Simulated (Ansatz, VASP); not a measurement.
Two plane-wave programs on Si2C

```
Si C
1.0
     2.99542    0.00000    0.00000
    -1.49771    2.59411    0.00000
     0.00000    0.00000    4.50122
Si C
2 1
Direct
  0.66667 0.33333 0.24671
  0.33333 0.66667 0.75329
  0.00000 0.00000 0.50000
```

Change from the starting cell: species swapped into the Cr2C type (P-3m1, No. 164).

Alike in both runs: task relaxation of cell and atoms; functional PBE; k mesh 6 × 6 × 4; occupations gaussian, width 0.1 eV; no spin polarisation.

|  | VASP | Ansatz |
| --- | --- | --- |
| version | VASP 6.6.1 | Ansatz 0.2.0 |
| potentials or method | VASP PAW PBE potentials, release 64 (Si, C) | scalar-relativistic, plane waves, PAW |
| plane-wave cutoff (eV) | 600 | 420 |
| valence electrons in the cell | 12 | 12 |

Ansatz gave:

* gap on the k mesh at the Fermi level, each at its own relaxed structure (eV): none
* relaxed volume (Å³/atom): 10.78
* relaxed cell length with the largest relative difference (Å): 2.967
* energy change over the relaxation (meV/atom): -76

Estimate VASP's values.

gap on the k mesh at the Fermi level, each at its own relaxed structure (eV): none; relaxed volume (Å³/atom): 10.80; relaxed cell length with the largest relative difference (Å): 2.969; energy change over the relaxation (meV/atom): -75.

A gap of «none» marks a metal or a gap that the smearing closes.

Caveats: the k mesh is coarse (spacing up to 0.40 Å⁻¹), so the values aren't converged.
